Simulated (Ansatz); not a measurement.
**Cs (fcc)**

Method: PBE, scalar-relativistic; no spin polarisation; PAW, 420 eV, Γ-centred 10×10×10 mesh, 0.05 eV Gaussian smearing; code Ansatz; PAW files: Ansatz's generated set soft_2.

```
CELL_PARAMETERS angstrom
0.00000 3.89331 3.89331
3.89331 0.00000 3.89331
3.89331 3.89331 0.00000
ATOMIC_POSITIONS crystal
Cs 0.00000 0.00000 0.00000
```

At room temperature and ambient pressure Cs is bcc.

The cell is relaxed to zero pressure at this level.

Path: Γ–X–U | K–Γ–L–W–X, with Γ = (0.000, 0.000, 0.000), X = (0.500, 0.000, 0.500), U = (0.625, 0.250, 0.625), K = (0.375, 0.375, 0.750), L = (0.500, 0.500, 0.500), W = (0.500, 0.250, 0.750) in reciprocal vectors of the calculation's cell.

Task: Is it a metal or an insulator, and if it has a gap, where are the band edges on this path?

Result: A metal: bands cross the Fermi level.

Bands as a text map, energy in eV from the Fermi level (dashes), each leg drawn with the same width:
```
  4.86 | *    *   ******      * * *      *           *  
  4.57 |*     ******      *    *   *  ***     **********
  4.29 |      ***  ***    *         ********************
  4.00 |    ** *      ***  *         *   *    *    *****
  3.71 |  **  * **       *  *       *     ** *        * 
  3.43 |**        ***        *******        *        *  
  3.14 |     *     ****** *  *                      *   
  2.86 |  ***           ** **                      *    
  2.57 |***               * *********     ***     *     
  2.29 | * *                *** **   *****   *   *      
  2.00 |  * *              *      *      **   ***       
  1.71 |   * *            * *      *       *            
  1.43 |    * **************        *       **    ******
  1.14 |     *********   *           *        **********
  0.86 |              ***             ***********       
  0.57 |           *****                   **    ***    
  0.29 |      *****      *                *         ****
  0.00 |------------------------------****--------------
 -0.29 |     *            *          *                  
 -0.57 |    *                       *                   
 -0.86 |                   *                            
 -1.14 |   *                *      *                    
 -1.43 | **                  *   **                     
 -1.71 |*                     ***                       
 -2.00 |                                                
 -2.29 |                                                
 -2.57 |                                                
 -2.86 |                                                
        Γ      X      UK       Γ       L       W       X
```

The calculation's cell holds 9 valence electrons, an odd number. Without magnetic order each band takes two, so one stays part-filled and the crystal must be a metal.

It took of the order of 12 core-seconds on a shared host.

These numbers lack spin–orbit coupling.
